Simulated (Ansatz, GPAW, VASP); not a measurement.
## One calculation of Al, 3 ways

```xyz
1
Lattice="-1.5912 1.5912 1.5912 1.5912 -1.5912 1.5912 1.5912 1.5912 -1.5912" Properties=species:S:1:pos:R:3 pbc="T T T"
Al    0.0000    0.0000    0.0000
```

This isn't the form of Al at room conditions, which is fcc.

Alike in all runs: task single point; functional LDA; k mesh 12 × 12 × 12; occupations gaussian, width 0.05 eV; no spin polarisation; no spin-orbit coupling. LDA stands for any of its common fits. Pressure is positive in compression and, in plane waves, holds the error of the finite cutoff.

```json
{"program and potentials": "GPAW, the program's PAW data sets (release 1.2.1) made for this functional", "plane-wave cutoff (eV)": "600", "notes": "-", "band gap (eV)": "no gap", "pressure (GPa)": "0.67"}
{"program and potentials": "Ansatz, all-electron LAPW, scalar-relativistic", "plane-wave cutoff (eV)": "-", "notes": "-", "band gap (eV)": "no gap", "pressure (GPa)": "0.51"}
{"program and potentials": "VASP, LDA PAW files Al, release 54, 520 eV", "plane-wave cutoff (eV)": "520", "notes": "-", "band gap (eV)": "no gap", "pressure (GPa)": "0.56"}
```

None finds a gap. The pressure spans 0.51 (Ansatz, all-electron LAPW, scalar-relativistic) to 0.67 GPa (GPAW, the program's PAW data sets (release 1.2.1) made for this functional), with all-electron results at 0.51.

The functional is the same throughout but for its coding, so the spread measures potentials, basis and numerics; runs on potential files found faulty are left out.
